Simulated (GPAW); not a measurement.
# Sn (Fd-3m) in GPAW: settings compared

The runs below take Sn through equation of state, band structure, with revPBE, PBE, rSCAN, mBEEF.

Everything below comes from runs of GPAW 26.7.0. Logs are shortened: lines on timing, memory, paths and dates and some standing lists are left out, and cuts for length are marked. The log counts tension as positive stress, the text compression.

## Step 1: The structure

The structure is cubic, space group Fd-3m (No. 227). Conventional cell: a = 6.467 Å, b = 6.467 Å, c = 6.467 Å, α = 90.00°, β = 90.00°, γ = 90.00°. Sn (site symmetry -43m) is surrounded by 4 Sn at 2.80 Å.

This isn't the form of Sn at room conditions, which is tetragonal (white tin).

## Step 2: Equation of state, revPBE

The input, run.py:

```python
from ase.eos import EquationOfState
from ase.io import Trajectory, read
from ase.units import GPa
from gpaw import GPAW, PW

atoms = read('Sn.xyz')

traj = Trajectory('eos.traj', 'w')
volumes, energies = [], []
for x in [0.94, 0.96, 0.98, 1.0, 1.02, 1.04, 1.06]:
    a = atoms.copy()
    a.set_cell(atoms.cell * x**(1 / 3), scale_atoms=True)
    calc = GPAW(mode=PW(600),
                xc='revPBE',
                kpts={'size': (6, 6, 6), 'gamma': True},
                occupations={'name': 'fermi-dirac', 'width': 0.05},
                nbands=24,
                convergence={'density': 1e-05, 'energy': 1e-05},
                maxiter=150,
                txt=f'eos-{x:.2f}.txt')
    a.calc = calc
    energies.append(a.get_potential_energy(force_consistent=True))
    volumes.append(a.get_volume())
    p = -a.get_stress()[:3].mean() / GPa
    calc.write(f'eos-{x:.2f}.gpw')
    traj.write(a)
    print(f'{x:.2f} {volumes[-1]:10.4f} A^3 {energies[-1]:14.6f} eV {p:9.3f} GPa', flush=True)

v0, e0, B = EquationOfState(volumes, energies, eos='birchmurnaghan').fit()
print(f'V0 = {v0:.4f} A^3, E0 = {e0:.6f} eV, B0 = {B / GPa:.2f} GPa')
```

The input, Sn.xyz:

```xyz
2
Lattice="0.0000000000 3.2333428000 3.2333428000 3.2333428000 0.0000000000 3.2333428000 3.2333428000 3.2333428000 0.0000000000" Properties=species:S:1:pos:R:3 pbc="T T T"
Sn     4.8500142000      4.8500142000      4.8500142000
Sn     3.2333428000      3.2333428000      3.2333428000
```

Potentials or basis: the program's PAW data sets (release 1.2.1) made for this functional, pw.

Started as:

```bash
$ OMP_NUM_THREADS=1 python run.py
```

What it wrote:

```text
__  _  _
 | _ |_)|_||  |
 |__||  | ||/\| - 26.7.0

Input parameters:
  mode=PW(ecut=600.0),
  convergence={'density': 1e-05, 'energy': 1e-05},
  kpts=MonkhorstPack(size=(6, 6, 6), gamma=True),
  maxiter=150,
  nbands=24,
  occupations=Occupations(name='fermi-dirac', width=0.05),
  xc=XC(name='revPBE')

Diagonalizing LCAO Hamiltonian
Converting LCAO to pw mode

            Sn

       Sn

Atoms  # Å, Bohr magnetons
|   | symbol |        x |        y |        z |    initial magnetic moments |
|---|--------|----------|----------|----------|-----------------------------|
| 0 |     Sn | 4.751007 | 4.751007 | 4.751007 | ( 0.0000,  0.0000,  0.0000) |
| 1 |     Sn | 3.167338 | 3.167338 | 3.167338 | ( 0.0000,  0.0000,  0.0000) |

Unit cell  # Å
| periodic |        x |        y |        z |  lengths |    angles |
|----------|----------|----------|----------|----------|-----------|
|      yes | 0.000000 | 3.167338 | 3.167338 | 4.479292 | 60.000000 |
|      yes | 3.167338 | 0.000000 | 3.167338 | 4.479292 | 60.000000 |
|      yes | 3.167338 | 3.167338 | 0.000000 | 4.479292 | 60.000000 |

Number of symmetries: 24
Symmetry operations  # r_c * U_cc + t_c -> r_c
|    | kind |            matrix            |
|----|------|------------------------------|
|  0 |  E   |  1, 0, 0,  0, 1, 0,  0, 0, 1 |
|  1 |  σ   |  1, 0, 0,  0, 0, 1,  0, 1, 0 |
|  2 |  σ   |  1, 0,-1,  0, 1,-1,  0, 0,-1 |
|  3 |  C3  |  1, 0,-1,  0, 0,-1,  0, 1,-1 |
|  4 |  C3  |  1,-1, 0,  0,-1, 1,  0,-1, 0 |
|  5 |  σ   |  1,-1, 0,  0,-1, 0,  0,-1, 1 |
|  6 |  σ   |  0, 1, 0,  1, 0, 0,  0, 0, 1 |
|  7 |  C3  |  0, 1, 0,  0, 0, 1,  1, 0, 0 |
|  8 |  C2  |  0, 1,-1,  1, 0,-1,  0, 0,-1 |
|  9 |  S4  |  0, 1,-1,  0, 0,-1,  1, 0,-1 |
| 10 |  C3  |  0, 0, 1,  1, 0, 0,  0, 1, 0 |
| 11 |  σ   |  0, 0, 1,  0, 1, 0,  1, 0, 0 |
| 12 |  S4  |  0, 0,-1,  1, 0,-1,  0, 1,-1 |
| 13 |  C3  |  0, 0,-1,  0, 1,-1,  1, 0,-1 |
| 14 |  S4  |  0,-1, 1,  1,-1, 0,  0,-1, 0 |
| 15 |  C2  |  0,-1, 1,  0,-1, 0,  1,-1, 0 |
| 16 |  C3  |  0,-1, 0,  1,-1, 0,  0,-1, 1 |
| 17 |  S4  |  0,-1, 0,  0,-1, 1,  1,-1, 0 |
| 18 |  S4  | -1, 1, 0, -1, 0, 1, -1, 0, 0 |
| 19 |  C3  | -1, 1, 0, -1, 0, 0, -1, 0, 1 |
| 20 |  C3  | -1, 0, 1, -1, 1, 0, -1, 0, 0 |
| 21 |  S4  | -1, 0, 1, -1, 0, 0, -1, 1, 0 |
| 22 |  σ   | -1, 0, 0, -1, 1, 0, -1, 0, 1 |
| 23 |  C2  | -1, 0, 0, -1, 0, 1, -1, 1, 0 |

BZ-sampling:
  Number of BZ points: 216
  Number of IBZ points: 16

  Monkhorst-Pack size: [6, 6, 6]
  Monkhorst-Pack shift: [0.08333333333333333, 0.08333333333333333, 0.08333333333333333]

K-points  # in reciprocal-cell coordinates
|     |                                coordinates |     weight |
|-----|--------------------------------------------|------------|
|   0 | (  0.00000000,   0.00000000,   0.00000000) | 0.00462963 |
|   1 | (  0.16666667,   0.16666667,   0.00000000) | 0.02777778 |
|   2 | (  0.16666667,   0.16666667,   0.16666667) | 0.03703704 |
|   3 | (  0.33333333,   0.16666667,   0.16666667) | 0.05555556 |
|   4 | (  0.33333333,   0.33333333,  -0.33333333) | 0.05555556 |
|   5 | (  0.33333333,   0.33333333,   0.00000000) | 0.02777778 |
|   6 | (  0.33333333,   0.33333333,   0.16666667) | 0.11111111 |
|   7 | (  0.33333333,   0.33333333,   0.33333333) | 0.03703704 |
|   8 | (  0.50000000,   0.33333333,  -0.33333333) | 0.11111111 |
|   9 | (  0.50000000,   0.33333333,  -0.16666667) | 0.05555556 |
| ... |                                            |            |
|  15 | (  0.50000000,   0.50000000,   0.50000000) | 0.01851852 |

Plane wave coefficients: 2138
Cutoff: 600.0 eV

Spin-components: 1 (collinear spins)
Bands:           24
Projectors:      12
Spin-degeneracy: 2
Datatype:        complex128

Parallelization:
  kpt:    1
  domain: 1
  band:   1

Density:
  Valence electrons: 28.0
  Components: 1
  Grid points: [27 27 27]
  Charge: 0.0  # |e|

Potential:
  Grid points: [27 27 27]

species:
  Sn:
    name:    Tin
    Z:       50.0
    valence: 14
    core:    36
    charge:  0.0  # [|e|]
    compensation charges:
      type: gauss
      rc: 0.38  # [Å]
      lmax: 2
    cutoffs:
      filter: 2.23  # [Å]
      core: 2.35  # [Å]
    projectors
    | kind |    occ | energy [eV] | rcut [Å] |
    |------|--------|-------------|----------|
    |   5s |  2.000 |     -10.469 |    1.201 |
    |   5p |  2.000 |      -3.642 |    1.270 |
    |   4d | 10.000 |     -25.826 |    1.185 |
    |    s |        |      16.742 |    1.201 |
    |    p |        |      23.569 |    1.270 |
    |    d |        |       1.385 |    1.185 |

    Using partial waves for Sn as LCAO basis

Reference energy: -336034.170368  # eV

eigensolver:
  PPCG
  Converge bands: occupied
  niter=2

density mixing:
  MSR1-Mixer
  Pratt-step length: 0.05
  Maximum mixing coefficient: 0.75
  Old densities: 10
  SVD Regularization: 0.005
  Good broyden scale: 1.0
  Trust region scale: 1.0
  Backstep threshold: 4.0
  History deletion threshold: 6.0
  Fourier metric: weight=20.0, sigma=0.015

occupation numbers:
  Fermi-Dirac:
    width: 0.0500  # eV

poisson solver:
  ecut: 4800.0  # eV

xc functional:
  name: revPBE with 2 nearest neighbor stencil

convergence criteria:
- Maximum integral of absolute [dens]ity change: 1e-05 electrons / valence electron
- Maximum [total energy] change in last 3 cyles: 1e-05 eV / valence electron
- Maximum integral of absolute [eigenst]ate change: 4e-08 eV^2 / valence electron
maximum number of iterations: 150

SCF iterations
|iter     | |      energy | eigst |  dens |
|---------|-|-------------|-------|-------|
|iter:   1| |   -7.273170 | +0.02 |       |
|iter:   2| |   -7.278140 | -2.27 | -1.43 |
|iter:   3| |   -7.265907 | -2.44 | -1.46 |
|iter:   4| |   -7.273639 | -2.99 | -1.96 |
|iter:   5| |   -7.274966 | -3.94 | -2.61 |
|iter:   6| |   -7.274997 | -5.50 | -3.61 |
|iter:   7| |   -7.274998c| -6.61 | -4.31 |
|iter:   8| |   -7.274998c| -7.85c| -4.79 |
|iter:   9| |   -7.274998c| -8.31c| -5.13c|

Converged in 9 steps
Energy contributions relative to reference atoms: (reference = -336034.170368)

Energy contributions:
  Kinetic:          17.638421
  Coulomb:         -15.349569
  Zero:              0.016901
  External:          0.000000
  Xc:               -9.579895
  Entropy:          -0.001712
  Spinorbit:         0.000000
  ----------------------------
  Free energy:      -7.275854
  Extrapolated:     -7.274998

dipole moment: (4.564114, 4.564114, 4.564114)  # |e|*Ang

Fermi level: 5.883
Eigenvalues  # (at kpt = [0.000, 0.000, 0.000])
| band index |      eig [eV] | occ [0-2] |
|------------|---------------|-----------|
|          0 |       -16.073 |     2.000 |
|        ... |               |           |
|          7 |       -15.632 |     2.000 |
|          8 |       -15.617 |     2.000 |
|          9 |       -15.617 |     2.000 |
|         10 |        -5.283 |     2.000 |
|         11 |         5.754 |     1.858 |
|         12 |         5.870 |     1.125 |
|         13 |         5.870 |     1.125 |
|         14 |         5.870 |     1.125 |
|         15 |         7.951 |     0.000 |
|         16 |         7.951 |     0.000 |
|         17 |         7.951 |     0.000 |
|         18 |        11.020 |     0.000 |
|         19 |        13.887 |     0.000 |
|         20 |        13.887 |     0.000 |
|         21 |        14.227 |     0.000 |
|         22 |        14.227 |     0.000 |
|         23 |        14.227 |     0.000 |

No gap
No difference between direct/indirect transitions

Stress tensor  # eV/Ang^3
|         x |         y |         z |
|-----------|-----------|-----------|
| -0.052829 |  0.000000 |  0.000000 |
|  0.000000 | -0.052829 |  0.000000 |
|  0.000000 |  0.000000 | -0.052829 |

# Writing to eos-0.94.gpw (mode='')
```

Run time: 2.2 min. Hardware: 1 thread of Arm Neoverse V1, shared host; peak memory 0.27 GiB.

What came out:

```
Equilibrium volume : 37.61 Å³/atom (rough: see the caveat)
Bulk modulus       : 34 GPa (rough)
```

Energy against volume, from the lowest point:
| volume (Å³/atom) | energy (meV/atom) |
| --- | --- |
| 31.775 | 121.69 |
| 32.451 | 88.91 |
| 33.127 | 61.86 |
| 33.803 | 39.93 |
| 34.479 | 22.62 |
| 35.155 | 9.44 |
| 35.831 | 0.00 |

Caveat: the minimum lies outside the volumes run.

## Step 3: Band structure, PBE

The input, run.py:

```python
import spglib
from ase import Atoms
from ase.dft.bandgap import bandgap
from ase.io import read, write
from gpaw import GPAW

atoms = read('Sn.cif')
cell, positions, numbers = spglib.find_primitive(
    (atoms.cell[:], atoms.get_scaled_positions(), atoms.numbers), symprec=1e-4)
atoms = Atoms(numbers, cell=cell, scaled_positions=positions, pbc=True)

calc = GPAW(mode='lcao',
            h=0.16,
            basis='sz(dzp)',
            xc='PBE',
            kpts={'size': (6, 6, 6), 'gamma': True},
            occupations={'name': 'fermi-dirac', 'width': 0.05},
            convergence={'density': 1e-05, 'energy': 1e-05},
            maxiter=150,
            txt='gpaw.txt')
atoms.calc = calc
energy = atoms.get_potential_energy()
forces = atoms.get_forces()
calc.write('gs.gpw')
write('result.traj', atoms)
print(f'Energy: {energy:.6f} eV')
print('Forces (eV/A):')
print(forces.round(4))
print('Fermi level:', round(calc.get_fermi_level(), 4), 'eV')
print(f'Gap: {bandgap(calc)[0]:.4f} eV, direct: {bandgap(calc, direct=True)[0]:.4f} eV')

path = atoms.cell.bandpath('GXWKGLUWLK,UX', npoints=100, eps=1e-4)
bs_calc = calc.fixed_density(kpts=path, symmetry='off', txt='bands.txt')
bs = bs_calc.band_structure()
bs.write('bs.json')
print(f'Gap on the path: {bandgap(bs_calc)[0]:.4f} eV')
```

The input, Sn.cif:

```cif
data_Sn
_cell_length_a 6.46668560
_cell_length_b 6.46668560
_cell_length_c 6.46668560
_cell_angle_alpha 90.00000000
_cell_angle_beta 90.00000000
_cell_angle_gamma 90.00000000
_space_group_name_H-M_alt 'Fd-3m'
_space_group_name_Hall 'F 4d 2 3 -1d'
_space_group_IT_number 227
loop_
_space_group_symop_operation_xyz
'x,y,z'
'-y+1/4,x+1/4,z+1/4'
'-x,-y+1/2,z+1/2'
'y+3/4,-x+1/4,z+3/4'
'x,-y,-z'
'-y+1/4,-x+3/4,-z+3/4'
'-x,y+1/2,-z+1/2'
'y+3/4,x+3/4,-z+1/4'
'z,x,y'
'z+1/4,-y+1/4,x+1/4'
'z+1/2,-x,-y+1/2'
'z+3/4,y+3/4,-x+1/4'
'-z,x,-y'
'-z+3/4,-y+1/4,-x+3/4'
'-z+1/2,-x,y+1/2'
'-z+1/4,y+3/4,x+3/4'
'y,z,x'
'x+1/4,z+1/4,-y+1/4'
'-y+1/2,z+1/2,-x'
'-x+1/4,z+3/4,y+3/4'
'-y,-z,x'
'-x+3/4,-z+3/4,-y+1/4'
'y+1/2,-z+1/2,-x'
'x+3/4,-z+1/4,y+3/4'
'-x+1/4,-y+1/4,-z+1/4'
'y,-x,-z'
'x+1/4,y+3/4,-z+3/4'
'-y+1/2,x,-z+1/2'
'-x+1/4,y+1/4,z+1/4'
'y,x+1/2,z+1/2'
'x+1/4,-y+3/4,z+3/4'
'-y+1/2,-x+1/2,z'
'-z+1/4,-x+1/4,-y+1/4'
'-z,y,-x'
'-z+3/4,x+1/4,y+3/4'
'-z+1/2,-y+1/2,x'
'z+1/4,-x+1/4,y+1/4'
'z+1/2,y,x+1/2'
'z+3/4,x+1/4,-y+3/4'
'z,-y+1/2,-x+1/2'
'-y+1/4,-z+1/4,-x+1/4'
[... 89 lines left out ...]
'-z+1/4,x+1/4,y+1/4'
'-z,-y+1/2,x+1/2'
'z+3/4,-x+1/4,y+3/4'
'z,y,x'
'z+1/4,x+1/4,-y+1/4'
'z+1/2,-y+1/2,-x'
'-y+3/4,-z+1/4,-x+3/4'
'-x+1/2,-z,y+1/2'
'y+1/4,-z+3/4,x+3/4'
'x+1/2,-z+1/2,-y'
'y+3/4,z+1/4,-x+3/4'
'x,z+1/2,y+1/2'
'-y+1/4,z+3/4,x+3/4'
'-x,z,-y'
'x+1/2,y+1/2,z'
'-y+3/4,x+3/4,z+1/4'
'-x+1/2,-y,z+1/2'
'y+1/4,-x+3/4,z+3/4'
'x+1/2,-y+1/2,-z'
'-y+3/4,-x+1/4,-z+3/4'
'-x+1/2,y,-z+1/2'
'y+1/4,x+1/4,-z+1/4'
'z+1/2,x+1/2,y'
'z+3/4,-y+3/4,x+1/4'
'z,-x+1/2,-y+1/2'
'z+1/4,y+1/4,-x+1/4'
'-z+1/2,x+1/2,-y'
'-z+1/4,-y+3/4,-x+3/4'
'-z,-x+1/2,y+1/2'
'-z+3/4,y+1/4,x+3/4'
'y+1/2,z+1/2,x'
'x+3/4,z+3/4,-y+1/4'
'-y,z,-x'
'-x+3/4,z+1/4,y+3/4'
'-y+1/2,-z+1/2,x'
'-x+1/4,-z+1/4,-y+1/4'
'y,-z,-x'
'x+1/4,-z+3/4,y+3/4'
'-x+3/4,-y+3/4,-z+1/4'
'y+1/2,-x+1/2,-z'
'x+3/4,y+1/4,-z+3/4'
'-y,x+1/2,-z+1/2'
'-x+3/4,y+3/4,z+1/4'
'y+1/2,x,z+1/2'
'x+3/4,-y+1/4,z+3/4'
'-y,-x,z'
'-z+3/4,-x+3/4,-y+1/4'
'-z+1/2,y+1/2,-x'
'-z+1/4,x+3/4,y+3/4'
'-z,-y,x'
'z+3/4,-x+3/4,y+1/4'
'z,y+1/2,x+1/2'
'z+1/4,x+3/4,-y+3/4'
'z+1/2,-y,-x+1/2'
'-y+3/4,-z+3/4,-x+1/4'
'-x+1/2,-z+1/2,y'
'y+1/4,-z+1/4,x+1/4'
'x+1/2,-z,-y+1/2'
'y+3/4,z+3/4,-x+1/4'
'x,z,y'
'-y+1/4,z+1/4,x+1/4'
'-x,z+1/2,-y+1/2'
loop_
_atom_site_label
_atom_site_type_symbol
_atom_site_symmetry_multiplicity
_atom_site_Wyckoff_symbol
_atom_site_fract_x
_atom_site_fract_y
_atom_site_fract_z
_atom_site_occupancy
Sn1 Sn 8 a 0.2500000000 0.2500000000 0.2500000000 1
```

Potentials or basis: GPAW PAW data sets (gpaw-data 1.2.1), lcao:sz(dzp).

Started as:

```bash
$ OMP_NUM_THREADS=1 python run.py
```

It took 13 s on 1 thread of Arm Neoverse V1, shared host; peak memory 0.19 GiB.

The run converged, but some of its settings lie outside the range that counts as converged, so its numbers aren't taken as properties of the crystal.

Results:

| Quantity | Value |
| --- | --- |
| Free energy | -5.8394 eV |
| Band gap along the path | none (metal or under the smearing width) |

Caveat: the real-space grid adds noise to forces; spin-orbit coupling is left out, which moves the levels of the heavy elements; the basis of atomic orbitals isn't converged, which shifts pressures, moduli and gaps.

## Step 4: Band structure, PBE

Edit run.py of step 3 so:

```diff
@@ -1,3 +1 @@
-import spglib
-from ase import Atoms
 from ase.dft.bandgap import bandgap
@@ -6,6 +4,3 @@
 
-atoms = read('Sn.cif')
-cell, positions, numbers = spglib.find_primitive(
-    (atoms.cell[:], atoms.get_scaled_positions(), atoms.numbers), symprec=1e-4)
-atoms = Atoms(numbers, cell=cell, scaled_positions=positions, pbc=True)
+atoms = read('POSCAR')
 
@@ -13,3 +8,3 @@
             h=0.16,
-            basis='sz(dzp)',
+            basis='dzp',
             xc='PBE',
@@ -31,3 +26,3 @@
 
-path = atoms.cell.bandpath('GXWKGLUWLK,UX', npoints=100, eps=1e-4)
+path = atoms.cell.bandpath('GXWKGLUWLK,UX', npoints=60, eps=1e-4)
 bs_calc = calc.fixed_density(kpts=path, symmetry='off', txt='bands.txt')
```

The input, POSCAR:

```
Sn
1.0
    0.0000000000      3.2333428000      3.2333428000
    3.2333428000      0.0000000000      3.2333428000
    3.2333428000      3.2333428000      0.0000000000
Sn
2
Direct
    0.7500000000      0.7500000000      0.7500000000
    0.5000000000      0.5000000000      0.5000000000
```

Potentials or basis: GPAW PAW data sets (gpaw-data 1.2.1), lcao:dzp.

Started as:

```bash
$ OMP_NUM_THREADS=1 python run.py
```

It took 55 s on 1 thread of Arm Neoverse V1, shared host; peak memory 0.22 GiB.

It converged, with:

| Quantity | Value |
| --- | --- |
| Free energy | -7.3089 eV |
| Band gap along the path | none (metal or under the smearing width) |

Levels at the corners of the path, in eV from the Fermi level:
| point | band 10 | band 11 | band 12 | band 13 | band 14 | band 15 | band 16 | band 17 |
| --- | --- | --- | --- | --- | --- | --- | --- | --- |
| Γ | -21.35 | -10.67 | -0.56 | 0.05 | 0.05 | 0.05 | 2.22 | 2.22 |
| X | -21.28 | -7.56 | -7.56 | -2.51 | -2.51 | 0.86 | 0.86 | 8.01 |
| W | -21.26 | -7.50 | -7.50 | -3.10 | -3.10 | 3.55 | 3.55 | 4.24 |
| K | -21.26 | -7.97 | -7.07 | -3.43 | -2.15 | 1.13 | 3.54 | 6.07 |
| Γ | -21.35 | -10.67 | -0.56 | 0.05 | 0.05 | 0.05 | 2.22 | 2.22 |
| L | -21.30 | -9.04 | -6.35 | -1.16 | -1.16 | 0.05 | 3.32 | 3.32 |
| U | -21.26 | -7.97 | -7.07 | -3.43 | -2.15 | 1.13 | 3.54 | 6.07 |
| W | -21.26 | -7.50 | -7.50 | -3.10 | -3.10 | 3.55 | 3.55 | 4.24 |
| L | -21.30 | -9.04 | -6.35 | -1.16 | -1.16 | 0.05 | 3.32 | 3.32 |
| K | -21.26 | -7.97 | -7.07 | -3.43 | -2.15 | 1.13 | 3.54 | 6.07 |
| U | -21.26 | -7.97 | -7.07 | -3.43 | -2.15 | 1.13 | 3.54 | 6.07 |
| X | -21.28 | -7.56 | -7.56 | -2.51 | -2.51 | 0.86 | 0.86 | 8.01 |

Caveat: the real-space grid adds noise to forces; spin-orbit coupling is left out, which moves the levels of the heavy elements; the basis of atomic orbitals isn't converged, which shifts pressures, moduli and gaps.

[end of part 1 of 2]
